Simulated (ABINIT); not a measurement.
Runs of ABINIT 10.8.3 (patched build) on GaAs. Symmetry: F-43m, No. 216, cubic system. The conventional cell has a = 5.654 Å, b = 5.654 Å, c = 5.654 Å, α = 90.00°, β = 90.00°, γ = 90.00°. As (site symmetry -43m) has 4 Ga at 2.45 Å as nearest neighbours. Ga (site symmetry -43m) has 4 As at 2.45 Å as nearest neighbours. 

```tsv
level	gap on the mesh (eV)	pressure (GPa)
LDA	(b)	-1.8
revPBE	(a)	4.8
SCAN	0.81	-0.1
PBEsol	(c)	0.3
r2SCAN	1.01	0.5
```

Alike in all rows: task band structure; potentials or basis JTH PAW PBE v2.0; no spin polarisation; cell as given; k mesh 8 × 8 × 8; cutoff (eV) 544; smearing fermi-dirac 0.05 eV.

Task: Estimate the missing entries.

Result: (a) 0.60; (b) 0.29; (c) 0.44.

Caveats: the PAW data sets were made with another functional, which shifts forces and pressure a little.

A k mesh can miss the band edges, and the runs leave out spin-orbit coupling on As, Ga.
